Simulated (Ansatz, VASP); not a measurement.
One calculation of InAs, two programs

File POSCAR:

```
InAs
1.0
    0.0000000000      3.0180000000      3.0180000000
    3.0180000000      0.0000000000      3.0180000000
    3.0180000000      3.0180000000      0.0000000000
In As
1 1
Direct
    0.0000000000      0.0000000000      0.0000000000
    0.7500000000      0.7500000000      0.7500000000
```

INCAR.step1

```
PREC = Accurate
ENCUT = 520
EDIFF = 1E-5
ISMEAR = -1
SIGMA = 0.05
LREAL = F
LASPH = T
NELM = 100
ALGO = Normal
ISIF = 2
LWAVE = T
LCHARG = F
NBANDS = 16
GGA = PE
```

File INCAR.step2:

```
PREC = Accurate
ENCUT = 520
EDIFF = 1E-7
ISMEAR = -1
SIGMA = 0.05
LREAL = F
LASPH = T
NELM = 100
ALGO = Normal
ISIF = 2
LWAVE = F
LCHARG = F
GGA = PS
LHFCALC = T
HFSCREEN = 0.2
PRECFOCK = Fast
NBANDS = 16
ISTART = 1
```

KPOINTS

```
Automatic mesh
0
Gamma
  4 4 4
```

KPOINTS_OPT

```
path GXWKGLUWLK,UX
12
line-mode
reciprocal
 0.0000000000  0.0000000000  0.0000000000  G
 0.5000000000  0.0000000000  0.5000000000  X

 0.5000000000  0.0000000000  0.5000000000  X
 0.5000000000  0.2500000000  0.7500000000  W

 0.5000000000  0.2500000000  0.7500000000  W
 0.3750000000  0.3750000000  0.7500000000  K

 0.3750000000  0.3750000000  0.7500000000  K
 0.0000000000  0.0000000000  0.0000000000  G

 0.0000000000  0.0000000000  0.0000000000  G
 0.5000000000  0.5000000000  0.5000000000  L

 0.5000000000  0.5000000000  0.5000000000  L
 0.6250000000  0.2500000000  0.6250000000  U

 0.6250000000  0.2500000000  0.6250000000  U
 0.5000000000  0.2500000000  0.7500000000  W

 0.5000000000  0.2500000000  0.7500000000  W
 0.5000000000  0.5000000000  0.5000000000  L

 0.5000000000  0.5000000000  0.5000000000  L
 0.3750000000  0.3750000000  0.7500000000  K

 0.6250000000  0.2500000000  0.6250000000  U
 0.5000000000  0.0000000000  0.5000000000  X
```

input.yaml

```yaml
crystal:
  lattice:
    - [0.0, 3.018, 3.018]
    - [3.018, 0.0, 3.018]
    - [3.018, 3.018, 0.0]
  atoms:
    - { symbol: In, position: [0.0, 0.0, 0.0] }
    - { symbol: As, position: [0.75, 0.75, 0.75] }
hamiltonian:
  xc:
    exchange: hjs_pbesol
    correlation: pbesol
    exx: { coeff: 0.25, omega: 0.207 }
  pseudopotentials: { kind: paw }
kpoints:
  mp_grid: { grid: [4, 4, 4] }
  band_path:
    path:
      - [[0.0, 0.0, 0.0], [0.5, 0.0, 0.5], [0.5, 0.25, 0.75], [0.375, 0.375, 0.75], [0.0, 0.0, 0.0], [0.5, 0.5, 0.5], [0.625, 0.25, 0.625], [0.5, 0.25, 0.75], [0.5, 0.5, 0.5], [0.375, 0.375, 0.75]]
      - [[0.625, 0.25, 0.625], [0.5, 0.0, 0.5]]
    npoints: 4
scf:
  occupations: { method: fermi_dirac, width: 0.05 }
  n_extra_bands: 6
output:
  forces: true
  stress: true
  eigenvalues: true
  fatbands: false
  write_density: true
  write_potential: true
  elf: true
  volumetric_format: npy
```

Alike in both runs: task band structure; functional HSEsol; k mesh 4 × 4 × 4; occupations fermi-dirac, width 0.05 eV; no spin polarisation.

|  | VASP | Ansatz |
| --- | --- | --- |
| version | VASP 6.6.1 | Ansatz 0.2.0 |
| potentials or method | VASP PAW PBE potentials, release 64 (In_d, As) | Ansatz PAW |
| plane-wave cutoff (eV) | 520 | 420 |
| valence electrons in the cell | 18 | 28 |

|  | VASP | Ansatz | Ansatz less VASP |
| --- | --- | --- | --- |
| gap on the k mesh at the Fermi level (eV) | 0.52 | 0.50 | -0.018 |
| least direct gap on the mesh (eV) | 0.52 | 0.50 | -0.018 |
| gap along the band path (eV) | 0.52 | 0.50 | -0.018 |
| pressure (GPa) | 0.4 | 0.5 | +0.13 |

The two sets of potentials don't hold the same shells in valence.

Caveats: the k mesh is coarse (spacing up to 0.45 Å⁻¹), so the values aren't converged, least of all with exact exchange; spin-orbit coupling is left out, which moves the levels of the heavy elements; the PAW data sets were made with another functional, which shifts forces and pressure a little (VASP); the PAW data sets come from PBE, with cores solved anew for the run's functional, which leaves a small shift of forces and pressure (Ansatz); the thresholds are loose for stress (Ansatz).
